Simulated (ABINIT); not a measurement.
Here is an ABINIT 10.8.3 (patched build) calculation.

The input run.abi:

```
ndtset 2

pp_dirpath "./"
pseudos "Ga.GGA_PBE-JTH.xml, N.GGA_PBE-JTH.xml"

acell 3.1869311219 3.1869311219 3.1869311219 Angstrom
rprim
     0.0000000000     0.7071067812     0.7071067812
     0.7071067812     0.0000000000     0.7071067812
     0.7071067812     0.7071067812     0.0000000000
ntypat 2
znucl 31 7
natom 2
typat 1 2
xred
     0.0000000000     0.0000000000     0.0000000000
     0.2500000000     0.2500000000     0.2500000000

ecut 680.284656 eV
pawecutdg 47.0

ixc -106132

occopt 3
tsmear 0.05 eV

nstep 100

iomode 3
prtwf 0
prteig 0
prtebands 0
prtden1 1
prtvha1 1
prtvclmb1 1
prtpot1 1

kptopt1 1
ngkpt1 10 10 10
nshiftk1 1
shiftk1 0.0 0.0 0.0
nband1 13
tolvrs1 1.0e-9

iscf2 -2
getden2 1
nband2 17
nbdbuf2 2
tolwfr2 1.0e-12
kptopt2 -9
ndivsm2 5
prteig2 1
kptbounds2
     0.0000000000     0.0000000000     0.0000000000
     0.5000000000     0.0000000000     0.5000000000
     0.5000000000     0.2500000000     0.7500000000
     0.3750000000     0.3750000000     0.7500000000
     0.0000000000     0.0000000000     0.0000000000
     0.5000000000     0.5000000000     0.5000000000
     0.6250000000     0.2500000000     0.6250000000
     0.5000000000     0.2500000000     0.7500000000
     0.5000000000     0.5000000000     0.5000000000
     0.3750000000     0.3750000000     0.7500000000
```

Potentials or basis: JTH PAW PBE v2.0.

Run with:

```sh
$ abinit run.abi > log 2>&1
```

Task: What does it give for the band gap on the k mesh?

Result: 1.71 eV, direct.

Levels at the corners of the path, in eV from the valence-band top:
```csv
point,band 5,band 6,band 7,band 8,band 9,band 10,band 11,band 12,band 13,band 14
Γ,-13.20,-13.20,0.00,0.00,0.00,1.71,10.26,10.26,10.26,17.61
X,-13.13,-11.50,-6.14,-2.70,-2.70,3.40,6.62,11.73,13.93,13.93
W,-13.19,-11.21,-5.72,-3.69,-3.63,6.26,8.32,10.24,11.16,15.20
K,-13.16,-11.33,-5.89,-4.24,-2.17,5.03,7.82,11.08,12.81,13.58
Γ,-13.20,-13.20,0.00,0.00,0.00,1.71,10.26,10.26,10.26,17.61
L,-13.15,-11.93,-7.04,-0.97,-0.97,4.60,8.77,10.34,10.34,15.68
U,-13.16,-11.33,-5.89,-4.24,-2.17,5.03,7.82,11.08,12.81,13.58
W,-13.19,-11.21,-5.72,-3.69,-3.63,6.26,8.32,10.24,11.16,15.20
L,-13.15,-11.93,-7.04,-0.97,-0.97,4.60,8.77,10.34,10.34,15.68
K,-13.16,-11.33,-5.89,-4.24,-2.17,5.03,7.82,11.08,12.81,13.58
```

**The experiment to reproduce.**

From a printed reference work, textbook, for a bulk crystal of GaN at 0 K: band gap 3.299 eV (direct).

A measured gap of GaN is 3.299 eV (direct; 0 K; a printed reference work, textbook); the calculated 1.71 eV misses it by -1.59 eV. Spin-orbit coupling on Ga is left out. The value is that of BP86, without temperature or zero-point motion. The cell is a database's relaxed one, not the measured one, which moves gaps too.
